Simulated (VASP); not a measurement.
Input of a VASP 6.6.1 run:

File INCAR:

```
PREC     = Accurate       # precision mode
ENCUT    = 520            # plane-wave cutoff, eV
EDIFF    = 1E-6           # SCF threshold, eV
ISMEAR   = -1             # smearing method
SIGMA    = 0.2241         # smearing width, eV
LREAL    = Auto         
LASPH    = T              # aspherical terms in the spheres
NELM     = 100            # most SCF steps
ALGO     = Fast           # electronic algorithm
ISIF     = 2              # what is computed and relaxed
LWAVE    = F              # write WAVECAR
LCHARG   = F              # write CHGCAR
GGA      = PE             # functional
NBANDS   = 22             # bands
```

File KPOINTS:

```
regular mesh
0
Gamma
  4 4 4
```

File POSCAR:

```
H
1.0
    0.0000000000      5.2995296013      4.2755163632
    0.0000000000     -5.2995296013      4.2755163632
    5.4163353235      0.0000000000     -4.2755163632
H
16
Direct
    0.0505144105      0.7071016600      0.7396609966
    0.2886652548      0.8877066816      0.0371234495
    0.6230302872      0.3046853369      0.1989291631
    0.8589231317      0.0378440649      0.5321109089
    0.7377290312      0.7854283465      0.8303378880
    0.6095213720      0.5789328477      0.9548953327
    0.1723066557      0.7753356571      0.4905173477
    0.7981923261      0.1287136650      0.2713112964
    0.6142137076      0.7711805224      0.8007135099
    0.6504126660      0.5269923103      0.0389909085
    0.0872133709      0.5896665472      0.3868421016
    0.7168809917      0.9876281012      0.1226009479
    0.1372353290      0.6511554906      0.7200145728
    0.3449802779      0.8581154841      0.1451936530
    0.5677835402      0.3810717568      0.2192533700
    0.7423976477      0.0284415276      0.5115045534
```

Potentials or basis: VASP PAW PBE potentials, release 64 (H).

Command:

```bash
$ cat potpaw_PBE.64/H/POTCAR > POTCAR
$ mpirun -np 1 vasp_std > vasp.out
```

Estimate the pressure.

-0.9 GPa.

Predict the largest force.

4.570 eV/Å.

What does it give for the band gap on the k mesh?

6.34 eV, indirect (least direct gap 6.47 eV).

Forces on the atoms (eV/Å):
```
H   -0.489  1.424  0.102
H    1.978  1.192 -0.853
H   -0.227  1.616 -0.083
H    0.255  0.462  0.202
H   -0.260 -0.233 -0.108
H    0.670  0.778 -0.658
H   -2.670  2.349 -2.844
H   -3.260  1.298 -1.124
H   -0.187  0.268  0.344
H   -0.679 -0.725  0.573
H    2.180 -2.272  3.312
H    3.281 -1.284  1.442
H   -0.020 -1.580 -0.693
H   -0.999 -1.135  0.894
H    0.324 -1.771 -0.045
H    0.103 -0.387 -0.461
```

Caveat: forces of over 1 eV/Å show positions far from the minimum, so gaps and moduli don't describe the material at rest. A k mesh can miss the band edges.
